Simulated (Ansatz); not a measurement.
Theory: Ansatz, DFT PBE, scalar-relativistic, plane waves, PAW. All cells share a 420 eV cutoff and Γ-centred k meshes spaced at most about 0.3 Å⁻¹ (about 0.25 or finer for metals, 2π included). No spin polarisation in the final relaxations.

These are static total energies at zero pressure. All come from trial cells, and lower structures may exist.

Question: Order these relaxed structures of Bi by energy, lowest first, with the energy over the lowest of them.
A.

```
CELL_PARAMETERS angstrom
0.00000 2.51352 2.51352
2.51352 0.00000 2.51352
2.51352 2.51352 0.00000
ATOMIC_POSITIONS crystal
Bi 0.00000 0.00000 0.00000
```

B.

```
CELL_PARAMETERS angstrom
5.46750 0.00000 0.00000
-2.73375 4.73499 0.00000
0.00000 0.00000 3.36404
ATOMIC_POSITIONS crystal
Bi 0.33333 0.66667 0.50000
Bi 0.66667 0.33333 0.50000
```

Answer: B (0 meV/atom), A (70 meV/atom). Forms: B P6/mmm; A fcc type, Fm-3m. Counting all near atoms (those within 1.25 times the shortest distance at each site): B has Bi 5; A has Bi 12.

Spin–orbit coupling, which can matter for Bi, is left out. Cells relaxed within their symmetry can be saddle points. The part of the Crystallography Open Database at hand lists Bi in space groups No. 12, 166, 194; no cell shown has one of them. Some types were kept out of the candidates beforehand, so the set may lack a known form.
